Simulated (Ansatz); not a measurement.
**AlP (F-43m): the size of the finite step**

```xyz
2
Lattice="0.0000 2.7169 2.7169 2.7169 0.0000 2.7169 2.7169 2.7169 0.0000" Properties=species:S:1:pos:R:3 pbc="T T T"
Al    0.0000    0.0000    0.0000
P     4.0754    4.0754    4.0754
```

Computed, not measured; unless marked otherwise by LDA, PAW on Ansatz 0.2.0's default frozen-core files (fitted under PBE), scalar-relativistic. k mesh 8×8×8, strains of ±0.003, fixed occupations, cutoff 420 eV. The cell was relaxed by PAW under this functional.

Problem. Elastic constants come from stresses at strains of ±0.003 (and twice that, four-point stencil): C11 = 132.6, C12 = 68.8, C44 = 61.6 GPa. What does an amplitude of 0.02 give?

Solution. C11 = 132.6, C12 = 68.9, C44 = 61.6 GPa. Nothing moves by 1 %: the four-point stencil cancels the leading anharmonic error.

Limits of these numbers: frozen-core PAW files fitted under PBE, their cores solved anew for the functional of the run; constants at zero field, no piezoelectric stiffening.
